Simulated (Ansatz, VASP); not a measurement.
**BN: VASP beside Ansatz**

```
CELL_PARAMETERS angstrom
2.55661 0.00000 0.00000
-1.27830 2.21409 0.00000
0.00000 0.00000 6.21213
ATOMIC_POSITIONS crystal
B 0.00000 0.00000 0.50000
B 0.33333 0.66667 0.00000
N 0.00000 0.00000 0.00000
N 0.66667 0.33333 0.50000
```

Alike in both runs: task single point; functional PBEsol; k mesh 12 × 12 × 4; occupations gaussian, width 0.02 eV; no spin polarisation.

|  | VASP | Ansatz |
| --- | --- | --- |
| version | VASP 6.6.1 | Ansatz 0.2.0 |
| potentials or method | VASP PAW PBE potentials, release 64 (B, N) | scalar-relativistic, plane waves, PAW |
| plane-wave cutoff (eV) | 520 | 420 |
| valence electrons in the cell | 16 | 16 |

```tsv
	VASP	Ansatz	Ansatz less VASP
gap on the k mesh at the Fermi level (eV)	4.05	4.05	+0.007
least direct gap on the mesh (eV)	4.11	4.11	+0.007
pressure (GPa)	-13.3	-13.6	-0.29
largest component of the traceless stress (GPa)	16.04	16.46	+0.421
```

Caveats: the PAW data sets were made with another functional, which shifts forces and pressure a little (VASP); this functional lacks dispersion, which binds the layers, so the pressure and a relaxed spacing across them are unreliable. A k mesh can miss the band edges.
